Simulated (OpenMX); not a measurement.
## SnO under changes of volume

One of the cells (17.769 Å³/atom); the others are scaled copies at fixed shape and fractional positions:

```
Sn O
1.0
     3.81370    0.00000    0.00000
     0.00000    3.81370    0.00000
     0.00000    0.00000    4.88691
Sn O
2 2
Direct
  0.50000 0.00000 0.76463
  0.00000 0.50000 0.23537
  0.00000 0.00000 0.00000
  0.50000 0.50000 0.00000
```

The cell is a database's computed one.

* Program: OpenMX 3.8.5
* Functional: PBE
* Potentials or basis: OpenMX 2013 PBE set, Sn7.0-s3p2d1, O6.0-s2p2, fixed grid of 50 × 50 × 64 points
* k mesh: 7 × 7 × 7
* Occupations: fermi-dirac, width 0.05 eV
* Spin: no spin polarisation

```csv
volume (Å³/atom),energy over the lowest point (meV/atom),gap on the mesh (eV),largest force (eV/Å)
16.703,116.75,0.10,2.546
17.058,83.57,0.17,2.227
17.414,56.56,0.25,1.886
17.769,35.15,0.32,1.584
18.125,18.94,0.40,1.327
18.480,?,?,?
18.835,0.00,0.53,0.799
```

**Question.** What does the run at 18.480 Å³/atom give?

**Answer.** Energy over the lowest point 7.39 meV/atom; gap on the mesh 0.47 eV; largest force 1.063 eV/Å.

Worked out: A Birch-Murnaghan fit of order 3 (a polynomial in V^(-2/3)) to the other rows has its minimum at 19.36 Å³/atom, just outside them, with B0 = V·E''(V) = 82 GPa and B' = 4.1 at fixed shape and positions, which overstates the stiffness. It gives 7.35 meV/atom at 18.480 Å³/atom, against the run's 7.39. A straight line through the other rows of the gap, of slope 3.62 eV per unit of ln V, gives 0.46 eV, against the run's 0.47.

Energies are extrapolated to zero smearing.

Caveats: the basis has few d functions beyond the semicore shells, which can make volumes several per cent too large; spin-orbit coupling is left out, which moves the levels of the heavy elements; an odd mesh through Γ misses points on the zone boundary, where band edges often lie; the basis of atomic orbitals isn't converged, which shifts pressures, moduli and gaps; forces of over 1 eV/Å show positions far from the minimum, so gaps and moduli don't describe the material at rest (some runs).
